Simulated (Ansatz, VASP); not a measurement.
# One calculation of SrO, two programs

File INCAR:

```
SYSTEM = SrO
ALGO = Normal
EDIFF = 1E-6
ENCUT = 520
GGA = PS
ISIF = 2
ISMEAR = 0
LASPH = .True.
LCHARG = .False.
LREAL = .False.
LWAVE = .False.
NBANDS = 15
NELM = 100
PREC = Accurate
SIGMA = 0.05
```

File KPOINTS:

```
k-points
0
Gamma
  10 10 10
  0 0 0
```

The input POSCAR:

```
SrO
1.0
    0.0000000000      2.8057699568      2.8057699568
    2.8057699568      0.0000000000      2.8057699568
    2.8057699568      2.8057699568      0.0000000000
Sr O
1 1
Direct
    0.0000000000      0.0000000000      0.0000000000
    0.2500000000      0.2500000000      0.2500000000
```

Input for Ansatz:

```yaml
crystal:
  lattice:
    - [0.0, 2.8057699568, 2.8057699568]
    - [2.8057699568, 0.0, 2.8057699568]
    - [2.8057699568, 2.8057699568, 0.0]
  atoms:
    - { symbol: Sr, position: [0.0, 0.0, 0.0] }
    - { symbol: O, position: [0.25, 0.25, 0.25] }
basis:
  ecutwfc: 420
  ecutrho_ratio: 4
kpoints:
  mp_grid: { grid: [10, 10, 10] }
hamiltonian:
  xc: pbesol
scf:
  occupations: { method: gaussian, width: 0.05 }
output:
  forces: true
  stress: true
  eigenvalues: true
```

Alike in both runs: task single point; functional PBEsol; k mesh 10 × 10 × 10; occupations gaussian, width 0.05 eV; no spin polarisation.

```csv
,VASP,Ansatz
version,VASP 6.6.1,Ansatz 0.2.0
potentials or method,"VASP PAW PBE potentials, release 64 (Sr_sv, O)","scalar-relativistic, plane waves, PAW"
plane-wave cutoff (eV),520,420
valence electrons in the cell,16,16
```

VASP gave:

```
gap on the k mesh at the Fermi level (eV) : 2.36
least direct gap on the mesh (eV)         : 3.19
pressure (GPa)                            : -1.9
```

Q: Estimate Ansatz's values.

A: gap on the k mesh at the Fermi level (eV): 2.36; least direct gap on the mesh (eV): 3.18; pressure (GPa): -2.4.

Caveats: the PAW data sets were made with another functional, which shifts forces and pressure a little (VASP). A k mesh can miss the band edges.
